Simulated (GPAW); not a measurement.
A run of GPAW 26.7.0 is set up as follows.

run.py

```python
from ase import Atoms
from ase.dft.bandgap import bandgap
from ase.io import write
from ase.units import GPa
from gpaw import GPAW, PW

atoms = Atoms(['Ta', 'N'],
              cell=[[0.0, 2.211323, 2.211323],
                    [2.211323, 0.0, 2.211323],
                    [2.211323, 2.211323, 0.0]],
              scaled_positions=[[0.5, 0.5, 0.5],
                                [0.0, 0.0, 0.0]],
              pbc=True)

calc = GPAW(mode=PW(800),
            xc='LDA',
            kpts={'size': (10, 10, 10), 'gamma': True},
            occupations={'name': 'methfessel-paxton', 'order': 0, 'width': 0.05},
            nbands=19,
            convergence={'density': 1e-05, 'energy': 1e-05},
            maxiter=150,
            txt='gpaw.txt')
atoms.calc = calc
energy = atoms.get_potential_energy()
forces = atoms.get_forces()
stress = atoms.get_stress()
calc.write('gs.gpw')
write('result.traj', atoms)
print(f'Energy: {energy:.6f} eV')
print('Forces (eV/A):')
print(forces.round(4))
print('Stress (GPa):', (stress / GPa).round(3))
print('Fermi level:', round(calc.get_fermi_level(), 4), 'eV')
print(f'Gap: {bandgap(calc)[0]:.4f} eV, direct: {bandgap(calc, direct=True)[0]:.4f} eV')
```

Potentials or basis: the program's PAW data sets (release 1.2.1) made for this functional, pw.

Command:

```console
$ OMP_NUM_THREADS=1 python run.py
```

Problem. What does it give for the band gap on the k mesh?

Solution. None (metal or under the smearing width).

Problem. Estimate the pressure.

Solution. -19.0 GPa.

Caveat: so large a pressure means that the cell lies far from this level's equilibrium, or that cutoff or potentials fall short. The run has no spin-orbit coupling, so splittings on Ta are missing.
